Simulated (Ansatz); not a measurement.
AlPt in Ansatz: the effect of functional

Crystal: AlPt.

```
Pt Al
1.0
     3.02844    0.00000    0.00000
     0.00000    3.02844    0.00000
     0.00000    0.00000    3.02844
Pt Al
1 1
Direct
  0.50000 0.50000 0.50000
  0.00000 0.00000 0.00000
```

Measurements of this composition are mostly on another form, of space group No. 198.

The cell isn't the ideal one: volume scaled by 0.94.

Alike in all runs:

| Property | Result |
| --- | --- |
| Program | Ansatz 0.2.0 |
| Task | single point |
| Potentials or basis | Ansatz PAW |
| k mesh | 9 × 9 × 9 |
| Occupations | fermi-dirac, width 0.05 eV |
| Spin | no spin polarisation |

```csv
functional,cutoff,pressure (GPa)
LDA,420 eV (not typed: the program's choice for these potentials),2.2
PBEsol,420 eV (not typed: the program's choice for these potentials),6.8
r2SCAN,500 eV (not typed: the program's choice for these potentials),?
```

Question: What does the run with functional r2SCAN give?

Answer: Pressure 8.2 GPa.

Caveats: the PAW data sets come from PBE, with cores solved anew for the run's functional, which leaves a small shift of forces and pressure.
